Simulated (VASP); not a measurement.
The system is YN.

```
CELL_PARAMETERS angstrom
0.00000 2.44836 2.44836
2.44836 0.00000 2.44836
2.44836 2.44836 0.00000
ATOMIC_POSITIONS crystal
Y 0.00000 0.00000 0.00000
N 0.50000 0.50000 0.50000
```

The cell comes from a database or a generator and needn't be the stable form of this composition.

| Item | Value |
| --- | --- |
| Program | VASP 6.6.1 |
| Task | relaxation of cell and atoms |
| Functional | PBEsol |
| Potentials or basis | VASP PAW PBE potentials, release 64 (Y_sv, N) |
| Cutoff | 600 eV |
| k mesh | 12 × 12 × 12 |
| Occupations | gaussian, width 0.1 eV |
| Spin | no spin polarisation |

At the start: pressure -4.3 GPa; volume 14.68 Å³/atom.

Problem. How do energy, volume and symmetry change on relaxing?

Solution. Over 3 steps the energy falls by 5.2 meV/atom and the volume is 14.30 Å³/atom (-2.6 %); space group Fm-3m (No. 225, to 0.05 Å).

Step by step:
| step | energy change (eV) | largest force (eV/Å) | pressure (GPa) | volume (Å³) |
| --- | --- | --- | --- | --- |
| 1 | 0.0000 | 0.0000 | -4.27 | 29.35 |
| 2 | 0.0043 | 0.0000 | 5.62 | 27.72 |
| 3 | -0.0104 | 0.0000 | -0.03 | 28.59 |

Final structure:
```xyz
2
Lattice="0.0000 2.4270 2.4270 2.4270 0.0000 2.4270 2.4270 2.4270 0.0000" Properties=species:S:1:pos:R:3 pbc="T T T"
Y     0.0000    0.0000    0.0000
N     2.4270    2.4270    2.4270
```

Caveat: the PAW data sets were made with another functional, which shifts forces and pressure a little.
